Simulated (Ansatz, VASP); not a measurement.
ZnO (zincite): VASP beside Ansatz

```
Zn O
1.0
     3.24931    0.00000    0.00000
    -1.62465    2.81398    0.00000
     0.00000    0.00000    5.20571
Zn O
2 2
Direct
  0.66667 0.33333 0.00000
  0.33333 0.66667 0.50000
  0.33333 0.66667 0.87901
  0.66667 0.33333 0.37901
```

Alike in both runs: task relaxation of cell and atoms; functional RPBE; k mesh 9 × 9 × 5; occupations fermi-dirac, width 0.05 eV; no spin polarisation.

|  | VASP | Ansatz |
| --- | --- | --- |
| version | VASP 6.6.1 | Ansatz 0.2.0 |
| potentials or method | VASP PAW PBE potentials, release 64 (Zn, O) | Ansatz PAW |
| plane-wave cutoff (eV) | 600 | 420 |
| valence electrons in the cell | 36 | 36 |

Ansatz gave:

| Item | Value |
| --- | --- |
| relaxed volume (Å³/atom) | 12.76 |
| relaxed cell length with the largest relative difference (Å) | 3.318 |
| energy change over the relaxation (meV/atom) | -24 |

Task: What did VASP give for the same quantities?

Result: Relaxed volume (Å³/atom): 12.85; relaxed cell length with the largest relative difference (Å): 3.328; energy change over the relaxation (meV/atom): -29.

Caveats: the PAW data sets were made with another functional, which shifts forces and pressure a little (VASP); the plane-wave basis is chosen anew once the cell has moved, so the energies of steps on either side of that aren't comparable (Ansatz); the pressure holds a Pulay correction of +0.6 GPa for the finite cutoff (Ansatz); the PAW data sets come from PBE, with cores solved anew for the run's functional, which leaves a small shift of forces and pressure (Ansatz). RPBE and its kin give volumes clearly too large for solids. Zero-point motion and thermal expansion aren't in these numbers.
